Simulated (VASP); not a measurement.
# GaSb in VASP: relaxing the cell

Cell and atoms of GaSb (rocksalt) are relaxed with PBE. This is a trial cell built on a prototype, not taken from a measured structure, and it needn't be the compound's ground state.

The runs shown are made with VASP 6.6.1. PAW datasets, plane waves, zero pressure. Computed, not measured; no magnetism was allowed, and the structure may never have been made.

## 1. Starting point

The symmetry is Fm-3m (No. 225, cubic); a = 5.539 Å in the conventional setting, 21.24 Å³ an atom. Ga has 6 Sb at 2.77 Å; Sb has 6 Ga at 2.77 Å.

Coordinates:

```xyz
2
Lattice="0.0000 2.7696 2.7696 2.7696 0.0000 2.7696 2.7696 2.7696 0.0000" Properties=species:S:1:pos:R:3 pbc="T T T"
Ga    0.0000    0.0000    0.0000
Sb    2.7696    2.7696    2.7696
```

## 2. Relaxation with PBE

INCAR

```
ENCUT = 600.000000
SIGMA = 0.020000
EDIFF = 1.00e-07
EDIFFG = -5.00e-03
GGA = PE
PREC = Accurate
IBRION = 2
ISIF = 3
ISMEAR = -1
NBANDS = 16
NELM = 120
NSW = 40
LASPH = .TRUE.
LCHARG = .FALSE.
LWAVE = .FALSE.
LREAL = .FALSE.
```

KPOINTS

```
KPOINTS created by Atomic Simulation Environment
0
Gamma
8 8 8
0 0 0
```

POSCAR

```
Ga Sb
 1.0000000000000000
     0.0000000000000000    2.7695880000000002    2.7695880000000002
     2.7695880000000002    0.0000000000000000    2.7695880000000002
     2.7695880000000002    2.7695880000000002    0.0000000000000000
 Ga  Sb
   1   1
Cartesian
  0.0000000000000000  0.0000000000000000  0.0000000000000000
  2.7695880000000002  2.7695880000000002  2.7695880000000002
```

The run uses the recommended PBE PAW datasets (18 valence electrons a neutral cell).

The run is started by

```sh
$ mpirun -np 1 vasp_std
```

The first run moved the cell so far that it was started again from its end, on a fresh basis. The second run's POSCAR:

```
Ga Sb
 1.0000000000000000
     0.0000000000000000    2.9035058836277594    2.9035058836277594
     2.9035058836277594   -0.0000000000000000    2.9035058836277594
     2.9035058836277594    2.9035058836277594    0.0000000000000000
 Ga  Sb
   1   1
Cartesian
  0.0000000000000000  0.0000000000000000  0.0000000000000000
  2.9035058836277594  2.9035058836277594  2.9035058836277594
```

The files below are the second run's.

Standard output, without the iteration lines:

```text
POSCAR found type information on POSCAR GaSb
 POSCAR found :  2 types and       2 ions
 LDA part: xc-table for (Slater+PW92), standard interpolation
 POSCAR, INCAR and KPOINTS ok, starting setup
 FFT: planning ... GRIDC
 FFT: planning ... GRID_SOFT
 FFT: planning ... GRID
 WAVECAR not read
 WARNING: random wavefunctions but no delay for mixing, default for NELMDL
 entering main loop
 curvature:   0.00 expect dE= 0.000E+00 dE for cont linesearch  0.000E+00
 search vector abs. value=  0.531E-04
 bond charge predicted
 reached required accuracy - stopping structural energy minimisation
```

OSZICAR:

```text
N       E                     dE             d eps       ncg     rms          rms(c)
DAV:   1     0.832876781206E+02    0.83288E+02   -0.93139E+03   968   0.161E+03
DAV:   2    -0.832030093949E+00   -0.84120E+02   -0.80915E+02  1080   0.321E+02
DAV:   3    -0.689453098535E+01   -0.60625E+01   -0.60455E+01  1144   0.644E+01
DAV:   4    -0.699514961606E+01   -0.10062E+00   -0.10060E+00  1088   0.903E+00
DAV:   5    -0.699751592042E+01   -0.23663E-02   -0.23663E-02  1160   0.127E+00    0.233E+00
DAV:   6    -0.698551811438E+01    0.11998E-01   -0.41431E-02  1208   0.336E+00    0.132E+00
DAV:   7    -0.698693225788E+01   -0.14141E-02   -0.98261E-03  1416   0.113E+00    0.279E-01
DAV:   8    -0.698718426346E+01   -0.25201E-03   -0.14597E-03  1160   0.508E-01    0.520E-02
DAV:   9    -0.698720628726E+01   -0.22024E-04   -0.89691E-05  1160   0.109E-01    0.895E-03
DAV:  10    -0.698720881469E+01   -0.25274E-05   -0.82514E-06  1184   0.347E-02    0.216E-03
DAV:  11    -0.698720886041E+01   -0.45727E-07   -0.49598E-07  1072   0.563E-03
   1 F= -.69872089E+01 E0= -.69866830E+01  d E =-.698721E+01
       N       E                     dE             d eps       ncg     rms          rms(c)
DAV:   1    -0.698779634040E+01   -0.58753E-03   -0.74693E-03  1120   0.130E+00    0.139E-01
DAV:   2    -0.698734276209E+01    0.45358E-03   -0.79671E-04  1192   0.478E-01    0.638E-02
DAV:   3    -0.698723012379E+01    0.11264E-03   -0.11442E-04  1200   0.158E-01    0.146E-02
DAV:   4    -0.698721884903E+01    0.11275E-04   -0.11000E-05  1208   0.408E-02    0.414E-03
DAV:   5    -0.698721812014E+01    0.72889E-06   -0.76615E-07  1160   0.107E-02    0.117E-03
DAV:   6    -0.698721810289E+01    0.17247E-07   -0.76005E-08   760   0.417E-03
   2 F= -.69872181E+01 E0= -.69866908E+01  d E =-.924248E-05
```

From OUTCAR:

```text
k-points           NKPTS =     29   k-points in BZ     NKDIM =     29   number of bands    NBANDS=     16

   NELECT =      18.0000    total number of electrons

   dimension x,y,z NGX =    36 NGY =   36 NGZ =   36
   dimension x,y,z NGXF=    72 NGYF=   72 NGZF=   72

  energy-cutoff  :      600.00
  volume of cell :       48.86
      direct lattice vectors                 reciprocal lattice vectors
     0.000000000  2.901609582  2.901609582    -0.172318152  0.172318152  0.172318152
     2.901609582 -0.000000000  2.901609582     0.172318152 -0.172318152  0.172318152
     2.901609582  2.901609582 -0.000000000     0.172318152  0.172318152 -0.172318152

 k-points in reciprocal lattice and weights: KPOINTS created by Atomic Simulation Env
   0.00000000  0.00000000  0.00000000       0.002
   0.12500000  0.00000000  0.00000000       0.016
   0.25000000  0.00000000  0.00000000       0.016
   0.37500000  0.00000000  0.00000000       0.016
   0.50000000  0.00000000  0.00000000       0.008
   0.12500000  0.12500000  0.00000000       0.012
   0.25000000  0.12500000  0.00000000       0.047
   0.37500000  0.12500000  0.00000000       0.047
[... 21 more k-points ...]

 E-fermi :   6.1118

 k-point     1 :       0.0000    0.0000    0.0000
  band No.  band energies     occupation
      1      -8.5311      2.00000
      2      -8.5311      2.00000
      3      -8.5107      2.00000
      4      -8.5107      2.00000
      5      -8.5107      2.00000
      6      -5.4654      2.00000
      7       5.9842      1.99662
      8       6.4207      0.00000
      9       6.4207      0.00000
     10       6.4207      0.00000
     11      12.4139      0.00000
     12      12.4139      0.00000
     13      12.4139      0.00000
     14      12.5714      0.00000
     15      12.5714      0.00000
     16      12.5714      0.00000

 k-point     2 :       0.1250    0.0000    0.0000
  band No.  band energies     occupation
      1      -8.5334      2.00000
      2      -8.5334      2.00000
      3      -8.5109      2.00000
      4      -8.5090      2.00000
      5      -8.5090      2.00000
      6      -5.2716      2.00000
      7       4.0834      2.00000
      8       6.4157      0.00000
      9       6.4157      0.00000
     10       7.7971      0.00000
     11      11.4286      0.00000
     12      11.4286      0.00000
     13      11.6983      0.00000
     14      12.5102      0.00000
     15      12.9806      0.00000
     16      12.9806      0.00000

 k-point     3 :       0.2500    0.0000    0.0000
  band No.  band energies     occupation
      1      -8.5397      2.00000
      2      -8.5397      2.00000
      3      -8.5116      2.00000
      4      -8.5042      2.00000
      5      -8.5042      2.00000
      6      -4.7020      2.00000
      7       1.9214      2.00000
      8       6.4556      0.00000
      9       6.4556      0.00000
     10       8.4538      0.00000
     11      10.0171      0.00000
     12      10.0171      0.00000
     13      10.6057      0.00000
     14      13.3861      0.00000
     15      14.1049      0.00000
     16      14.1049      0.00000

 k-point     4 :       0.3750    0.0000    0.0000
  band No.  band energies     occupation
      1      -8.5465      2.00000
      2      -8.5465      2.00000
      3      -8.5127      2.00000
      4      -8.4990      2.00000
      5      -8.4990      2.00000
      6      -3.8276      2.00000
      7       0.0147      2.00000
      8       6.6054      0.00000
      9       6.6054      0.00000
     10       8.6704      0.00000
     11       8.9246      0.00000
     12       8.9246      0.00000
     13       9.6661      0.00000
     14      15.2956      0.00000
     15      15.8107      0.00000
     16      15.8107      0.00000

[... the tables of k-points 5 to 29 left out ...]

  Total        0.0083944      0.0083944      0.0083944     -0.0000000     -0.0000000      0.0000000
  in kB        0.2752664      0.2752664      0.2752664     -0.0000000     -0.0000000      0.0000000
  external PRESSURE =       0.2752664 kB  Pullay stress =       0.0000000 kB

 POSITION                                       TOTAL-FORCE (eV/Angst)
 -----------------------------------------------------------------------------------
      2.90161     -0.00000      2.90161         0.000000     -0.000000      0.000000
      2.90161      2.90161      2.90161        -0.000000      0.000000     -0.000000
 -----------------------------------------------------------------------------------
    total drift:                                0.000000      0.000000      0.000000

  FREE ENERGIE OF THE ION-ELECTRON SYSTEM (eV)
  ---------------------------------------------------
  free  energy   TOTEN  =        -6.9872181029 eV

  energy  without entropy=       -6.9861634367  energy(sigma->0) =       -6.98669077
```

CONTCAR

```
Ga Sb
   1.00000000000000
     0.0000000000000000    2.9016095820777723    2.9016095820777723
     2.9016095820777723   -0.0000000000000000    2.9016095820777723
     2.9016095820777723    2.9016095820777723   -0.0000000000000000
  Ga              Sb
     1     1
Direct
     0.0000000000000000    1.0000000000000000    0.0000000000000000
     0.5000000000000000    0.5000000000000000    0.5000000000000000

  0.00000000E+00  0.00000000E+00  0.00000000E+00
  0.00000000E+00  0.00000000E+00  0.00000000E+00
```

Run time: 29 s. Hardware: 1 MPI rank of Intel Xeon Platinum 8488C, shared host; peak memory 0.21 GiB.

The path of the relaxation:

```csv
step,energy change (meV/atom),largest force (eV/Å),pressure (GPa),volume (Å³/atom)
1,0.0,0.0000,-0.09,24.478
2,0.0,0.0000,0.03,24.430
```

|  | before | after | change |
| --- | --- | --- | --- |
| a (Å) | 5.539 | 5.803 | +4.77 % |
| volume (Å³/atom) | 21.244 | 24.430 | +14.99 % |
| shortest distance (Å) | 2.770 | 2.902 | +4.77 % |
| space group | Fm-3m | Fm-3m | same |

## 3. The relaxed cells

```
level  a (Å)  volume (Å³/atom)  space group
  PBE  5.803            24.430        Fm-3m
```

**Reading.** The PBE run changed the volume by +15.0 % from its own start of 21.24 Å³/atom.
